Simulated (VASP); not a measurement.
# Ge (Fd-3m) in VASP: a series of runs

The runs below take Ge through relaxation of the atoms, with PBE.

Program: VASP 6.6.1. These are calculated values, not measurements. Logs are shortened: lines on timing, memory, paths and dates and some standing lists are left out, and cuts for length are marked.

## Step 1: The structure

It takes space group Fd-3m (No. 227, cubic). The conventional cell has a = 5.789 Å, b = 5.789 Å, c = 5.789 Å, α = 90.00°, β = 90.00°, γ = 90.00°. Ge (site symmetry -43m) is surrounded by 4 Ge at 2.51 Å.

## Step 2: Relaxation of the atoms, PBE (a relaxed cell with its volume scaled by 0.96)

The input, INCAR:

```
PREC     = Accurate       # precision mode
ENCUT    = 300            # plane-wave cutoff, eV
EDIFF    = 1E-7           # SCF threshold, eV
ISMEAR   = 0              # smearing method
SIGMA    = 0.03           # smearing width, eV
LREAL    = F              # projectors in reciprocal space
LASPH    = T              # aspherical terms in the spheres
NELM     = 80             # most SCF steps
ALGO     = Normal         # electronic algorithm
ISIF     = 2              # what is computed and relaxed
LWAVE    = F              # write WAVECAR
LCHARG   = F              # write CHGCAR
GGA      = PE             # functional
IBRION   = 2              # ionic algorithm
NSW      = 40             # ionic steps
EDIFFG   = -0.01          # ionic threshold
```

The input, KPOINTS:

```
regular mesh
0
Gamma
  5 5 5
```

The input, POSCAR:

```
Ge                                      
1.0
    0.0000000000      2.8552303546      2.8552303546
    2.8552303546      0.0000000000      2.8552303546
    2.8552303546      2.8552303546      0.0000000000
  Ge            
     2
Direct
     0.0000000000000000    0.0000000000000000    0.0000000000000000
     0.2500000000000000    0.2500000000000000    0.2500000000000000
```

Potentials or basis: VASP PAW PBE potentials, release 64 (Ge).

Command:

```
$ cat potpaw_PBE.64/Ge/POTCAR > POTCAR
$ mpirun -np 1 vasp_std > vasp.out
```

OUTCAR:

```text
PREC = Accurate
   ENCUT = 300
   EDIFF = 1E-7
   ISMEAR = 0
   LREAL = F
   LASPH = T
   NELM = 80
   ISIF = 2
   GGA = PE
   IBRION = 2
   NSW = 40
   EDIFFG = -0.01

 ion  position               nearest neighbor table
   1  0.000  0.000  0.000-   2 2.47   2 2.47   2 2.47   2 2.47
   2  0.250  0.250  0.250-   1 2.47   1 2.47   1 2.47   1 2.47

  LATTYP: Found a face centered cubic cell.
 ALAT       =     5.7104607092

  Lattice vectors:

 A1 = (   0.0000000000,   2.8552303546,   2.8552303546)
 A2 = (   2.8552303546,   0.0000000000,   2.8552303546)
 A3 = (   2.8552303546,   2.8552303546,   0.0000000000)

Analysis of symmetry for initial positions (statically):
=====================================================================
 Subroutine PRICEL returns:
 Original cell was already a primitive cell.

 Routine SETGRP: Setting up the symmetry group for a
 face centered cubic supercell.

 Subroutine GETGRP returns: Found 48 space group operations
 (whereof 24 operations were pure point group operations)
 out of a pool of 48 trial point group operations.

The static configuration has the point symmetry T_d .
 The point group associated with its full space group is O_h .

Analysis of symmetry for dynamics (positions and initial velocities):
=====================================================================
 Subroutine PRICEL returns:
 Original cell was already a primitive cell.

 Routine SETGRP: Setting up the symmetry group for a
 face centered cubic supercell.

 Subroutine GETGRP returns: Found 48 space group operations
 (whereof 24 operations were pure point group operations)
 out of a pool of 48 trial point group operations.

The dynamic configuration has the point symmetry T_d .
 The point group associated with its full space group is O_h .

 Subroutine INISYM returns: Found 48 space group operations
 (whereof 24 operations are pure point group operations),
 and found     1 'primitive' translations

----------------------------------------------------------------------------------------

                                     Primitive cell

  volume of cell :      46.5536

  direct lattice vectors                    reciprocal lattice vectors
     0.000000000  2.855230355  2.855230355    -0.175117219  0.175117219  0.175117219
     2.855230355  0.000000000  2.855230355     0.175117219 -0.175117219  0.175117219
     2.855230355  2.855230355  0.000000000     0.175117219  0.175117219 -0.175117219

  length of vectors
     4.037905491  4.037905491  4.037905491     0.303311921  0.303311921  0.303311921

  position of ions in fractional coordinates (direct lattice)
     0.000000000  0.000000000  0.000000000
     0.250000000  0.250000000  0.250000000

  ion indices of the primitive-cell ions
   primitive index   ion index
                 1           1
                 2           2

----------------------------------------------------------------------------------------

 KPOINTS: regular mesh

Automatic generation of k-mesh.
 Grid dimensions read from file:
 generate k-points for:    5    5    5

 Generating k-lattice:

  Cartesian coordinates                     Fractional coordinates (reciprocal lattice)
    -0.035023444  0.035023444  0.035023444     0.200000000  0.000000000  0.000000000
     0.035023444 -0.035023444  0.035023444     0.000000000  0.200000000  0.000000000
     0.035023444  0.035023444 -0.035023444     0.000000000  0.000000000  0.200000000

  Length of vectors
     0.060662384  0.060662384  0.060662384

  Shift w.r.t. Gamma in fractional coordinates (k-lattice)
     0.000000000  0.000000000  0.000000000

 Subroutine IBZKPT returns following result:
 ===========================================

 Found     10 irreducible k-points:

 Following reciprocal coordinates:
            Coordinates               Weight
  0.000000  0.000000  0.000000      1.000000
  0.200000  0.000000  0.000000      8.000000
  0.400000  0.000000  0.000000      8.000000
  0.200000  0.200000  0.000000      6.000000
  0.400000  0.200000  0.000000     24.000000
 -0.400000  0.200000  0.000000     24.000000
 -0.200000  0.200000  0.000000     12.000000
  0.400000  0.400000  0.000000      6.000000
 -0.400000  0.400000  0.000000     12.000000
 -0.400000  0.400000  0.200000     24.000000
   k-points           NKPTS =     10   k-points in BZ     NKDIM =     10   number of bands    NBANDS=      8
   number of dos      NEDOS =    301   number of ions     NIONS =      2
   total plane-waves  NPLWV =  13824
   dimension x,y,z NGX =    24 NGY =   24 NGZ =   24
   dimension x,y,z NGXF=    48 NGYF=   48 NGZF=   48
   ions per type =               2
   NGX,Y,Z   is equivalent  to a cutoff of   9.88,  9.88,  9.88 a.u.
   NGXF,Y,Z  is equivalent  to a cutoff of  19.76, 19.76, 19.76 a.u.
 SYSTEM =  unknown system
   PREC   = accura    normal or accurate (medium, high low for compatibility)
   ISTART =      0    job   : 0-new  1-cont  2-samecut
   ICHARG =      2    charge: 1-file 2-atom 10-const
   ISPIN  =      1    spin polarized calculation?
   LNONCOLLINEAR =      F non collinear calculations
   LSORBIT =      F    spin-orbit coupling
   LASPH  =      T    aspherical Exc in radial PAW
   ENCUT  =  300.0 eV  22.05 Ry    4.70 a.u.   5.70  5.70  5.70*2*pi/ulx,y,z
   NELM   =     80;   NELMIN=  2; NELMDL= -5     # of ELM steps
   EDIFF  = 0.1E-06   stopping-criterion for ELM
   LREAL  =      F    real-space projection
   EDIFFG = -.1E-01   stopping-criterion for IOM
   NSW    =     40    number of steps for IOM
   IBRION =      2    ionic relax: 0-MD 1-quasi-New 2-CG
   NFREE  =      1    steps in history (QN), initial steepest desc. (CG)
   ISIF   =      2    stress and relaxation
   ISYM   =      2    0-nonsym 1-usesym 2-fastsym
   POTIM  = 0.5000    time-step for ionic-motion
   TEBEG  =    0.0;   TEEND  =   0.0 temperature during run
   PSTRESS=    0.0 pullay stress
   NELECT =       8.0000    total number of electrons
   NUPDOWN=      -1.0000    fix difference up-down
   EMIN   =  10.00;   EMAX   =-10.00  energy-range for DOS
   EFERMI =   0.00;   METHOD = LEGACY
   ISMEAR =     0;   SIGMA  =   0.03  broadening in eV -4-tet -1-fermi 0-gaus
   EFERMI_NEDOS =   21; number of points for ismear=-14 and -15
   IALGO  =     38    algorithm
   IMIX   =      4    mixing-type and parameters
     AMIX     =   0.40;   BMIX     =  1.00
     AMIX_MAG =   1.60;   BMIX_MAG =  1.00
  volume/ion in A,a.u.               =      23.28       157.08
  Fermi-wavevector in a.u.,A,eV,Ry     =   0.910165  1.719963 11.271082  0.828401
  Thomas-Fermi vector in A             =   2.034296
   LORBIT       =      0    0 simple, 1 ext, 2 COOP (PROOUT), +10 PAW based schemes
   GGA     = PE    functional components
   LHFCALC =     F    Hartree Fock is set to
   AEXX    =    0.0000 exact exchange contribution
   IVDW    =     0    specifies the selected vdW correction
   LEPSILON=     F    determine dielectric tensor
   LRPA    =     F    only Hartree local field effects (RPA)
 conjugate gradient relaxation of ions
 non-spin polarized calculation
 Gauss-broadening in eV      SIGMA  =   0.03
  energy-cutoff  :      300.00
  volume of cell :       46.55
 maximum number of plane-waves:       564
   NGX = 11   NGY = 11   NGZ = 11

 number of electron       8.0000002 magnetization

 Free energy of the ion-electron system (eV)
  ---------------------------------------------------
  ext. energy  EPLUGINS =         0.00000000
  ---------------------------------------------------
  free energy    TOTEN  =        -8.87447438 eV

  energy without entropy =       -8.87410415  energy(sigma->0) =       -8.87428926

 E-fermi :   3.5650     XC(G=0):  -9.0086

 val. band max:        3.5558937108   @ k =   0.0000   0.0000   0.0000
 cond. band min:       3.7389486350   @ k =   0.4000   0.0000   0.0000
 fundamental gap:      0.1830549242
 Fermi energy:         3.5650306226

 k-point     1 :       0.0000    0.0000    0.0000
  band No.  band energies     occupation
      1      -9.0127      2.00000
      2       3.3687      2.00000
      3       3.5559      1.33334
      4       3.5559      1.33334
      5       3.5559      1.33333
      6       6.0749      0.00000
      7       6.0749      0.00000
      8       6.0749      0.00000

 k-point     2 :       0.2000    0.0000    0.0000
  band No.  band energies     occupation
      1      -8.5455      2.00000
      2      -0.2416      2.00000
      3       2.9017      2.00000
      4       2.9017      2.00000
      5       4.3089      0.00000
      6       6.9238      0.00000
      7       6.9238      0.00000
      8       8.1561      0.00000

 k-point     3 :       0.4000    0.0000    0.0000
  band No.  band energies     occupation
      1      -7.3553      2.00000
      2      -3.3226      2.00000
      3       2.2695      2.00000
      4       2.2695      2.00000
      5       3.7389      0.00000
      6       7.2789      0.00000
      7       7.2789      0.00000
      8      10.7247      0.00000

 k-point     4 :       0.2000    0.2000    0.0000
  band No.  band energies     occupation
      1      -8.3820      2.00000
      2      -0.2672      2.00000
      3       1.9937      2.00000
      4       1.9937      2.00000
      5       4.8881      0.00000
      6       6.3382      0.00000
      7       8.4161      0.00000
      8       8.4161      0.00000

 k-point     5 :       0.4000    0.2000    0.0000
  band No.  band energies     occupation
      1      -7.3609      2.00000
      2      -2.6981      2.00000
      3       0.7273      2.00000
      4       1.4390      2.00000
      5       5.1504      0.00000
      6       6.9731      0.00000
      7       8.4991      0.00000
      8       9.1484      0.00000

 k-point     6 :      -0.4000    0.2000    0.0000
  band No.  band energies     occupation
      1      -6.6243      2.00000
      2      -3.8926      2.00000
      3      -0.0542      2.00000
      4       1.6970      2.00000
      5       5.1935      0.00000
      6       7.7375      0.00000
      7       8.5508      0.00000
      8      10.7045      0.00000

 k-point     7 :      -0.2000    0.2000    0.0000
  band No.  band energies     occupation
      1      -7.7994      2.00000
      2      -1.9133      2.00000
      3       0.5054      2.00000
      4       2.5807      2.00000
      5       5.4876      0.00000
      6       7.4850      0.00000
      7       7.7277      0.00000
      8       8.6146      0.00000

 k-point     8 :       0.4000    0.4000    0.0000
  band No.  band energies     occupation
      1      -6.5464      2.00000
      2      -3.7145      2.00000
      3       0.7277      2.00000
      4       0.7277      2.00000
      5       4.1343      0.00000
      6       4.9135      0.00000
      7      11.8054      0.00000
      8      11.8054      0.00000

 k-point     9 :      -0.4000    0.4000    0.0000
  band No.  band energies     occupation
      1      -5.5152      2.00000
      2      -4.8630      2.00000
      3      -0.4495      2.00000
      4       0.8393      2.00000
      5       4.5770      0.00000
      6       6.6208      0.00000
      7      11.1133      0.00000
      8      11.3155      0.00000

 k-point    10 :      -0.4000    0.4000    0.2000
  band No.  band energies     occupation
      1      -6.1927      2.00000
      2      -4.0751      2.00000
      3      -0.3960      2.00000
      4       0.5458      2.00000
      5       6.8485      0.00000
      6       7.0019      0.00000
      7       7.8538      0.00000
      8      10.7856      0.00000

------------------------ aborting loop because EDIFF is reached ----------------------------------------

  FORCE on cell =-STRESS in cart. coord.  units (eV):
  Direction    XX          YY          ZZ          XY          YZ          ZX
  --------------------------------------------------------------------------------------
  -------------------------------------------------------------------------------------
  Total        0.7839565      0.7839565      0.7839565     -0.0000000     -0.0000000      0.0000000
  in kB       26.9804433     26.9804433     26.9804433     -0.0000000     -0.0000000      0.0000000
  external PRESSURE =      26.9804433 kB  Pullay stress =       0.0000000 kB

 VOLUME and BASIS-vectors are now :
 -----------------------------------------------------------------------------
  energy-cutoff  :      300.00
  volume of cell :       46.55
      direct lattice vectors                 reciprocal lattice vectors
     0.000000000  2.855230355  2.855230355    -0.175117219  0.175117219  0.175117219
     2.855230355  0.000000000  2.855230355     0.175117219 -0.175117219  0.175117219
     2.855230355  2.855230355  0.000000000     0.175117219  0.175117219 -0.175117219

 POSITION                                       TOTAL-FORCE (eV/Angst)
 -----------------------------------------------------------------------------------
      0.00000      0.00000      0.00000        -0.000000     -0.000000     -0.000000
      1.42762      1.42762      1.42762         0.000000      0.000000      0.000000
 -----------------------------------------------------------------------------------
    total drift:                               -0.000000      0.000000      0.000000

  FREE ENERGIE OF THE ION-ELECTRON SYSTEM (eV)
  ---------------------------------------------------
  free  energy   TOTEN  =        -8.8744743752 eV

  energy  without entropy=       -8.8741041456  energy(sigma->0) =       -8.87428926

 reached required accuracy - stopping structural energy minimisation
```

Run time: 5.5 s. Hardware: 1 thread of AMD EPYC 7R43 (Zen 3), shared host; peak memory 0.09 GiB.

Results:

| Property | Result |
| --- | --- |
| Free energy | -8.8745 eV |
| Pressure after relaxing | 2.7 GPa |
| Band gap on the k mesh | none (metal or under the smearing width) |

Final structure:
```cif
data_structure
_symmetry_space_group_name_H-M 'P 1'
_symmetry_Int_Tables_number 1
_cell_length_a 4.0379
_cell_length_b 4.0379
_cell_length_c 4.0379
_cell_angle_alpha 60.000
_cell_angle_beta 60.000
_cell_angle_gamma 60.000
_cell_volume 46.55
loop_
_atom_site_label
_atom_site_type_symbol
_atom_site_fract_x
_atom_site_fract_y
_atom_site_fract_z
_atom_site_occupancy
Ge1 Ge 0.00000 0.00000 0.00000 1
Ge2 Ge 0.25000 0.25000 0.25000 1
```

Caveat: the k mesh is coarse (spacing up to 0.38 Å⁻¹), so the values aren't converged; the relaxation stopped at its first step, so nothing moved.

(Part 1 of 2 ends here.)
